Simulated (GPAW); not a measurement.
Runs of GPAW 26.7.0 on CsPbCl3. It takes space group Pm-3m (No. 221, cubic). The conventional cell has a = 5.605 Å, b = 5.605 Å, c = 5.605 Å, α = 90.00°, β = 90.00°, γ = 90.00°. Pb (site symmetry m-3m) has 6 Cl at 2.80 Å as nearest neighbours. Cs (site symmetry m-3m) has 12 Cl at 3.96 Å as nearest neighbours. Around Cl (site symmetry 4/mmm) lie 2 Pb at 2.80 Å. 

```tsv
level	potentials or basis	gap on the mesh (eV)	pressure (GPa)
PW91	PAW data sets generated in the run's folder for this functional, pw	2.91	1.5
SCAN	GPAW PAW data sets (gpaw-data 1.2.1), pw	(b)	0.5
TB-mBJ	GPAW PAW data sets for LDA (gpaw-data 1.2.1), pw	3.73	-
LDA	the program's PAW data sets (release 1.2.1) made for this functional, pw	2.76	-1.4
r2SCAN	GPAW PAW data sets (gpaw-data 1.2.1), pw	(c)	(a)
```

Alike in all rows: task single point; no spin polarisation; cell as given; k mesh 5 × 5 × 5; cutoff (eV) 600; smearing fermi-dirac 0.05 eV.

Question: Fill in the values left out.

Answer: (a) 0.8; (b) 3.21; (c) 3.26.

Caveats: spin-orbit coupling is left out, which as a rule narrows the gap of such compounds by several tenths of an eV; an odd mesh through Γ misses points on the zone boundary, where band edges often lie; the PAW data sets were made with another functional, which shifts forces and pressure a little (some runs); a model potential gives levels but no total energy (some runs).

A k mesh can miss the band edges, and the runs leave out spin-orbit coupling on Cs, Pb.

Runs at the PBE level aren't shown here.
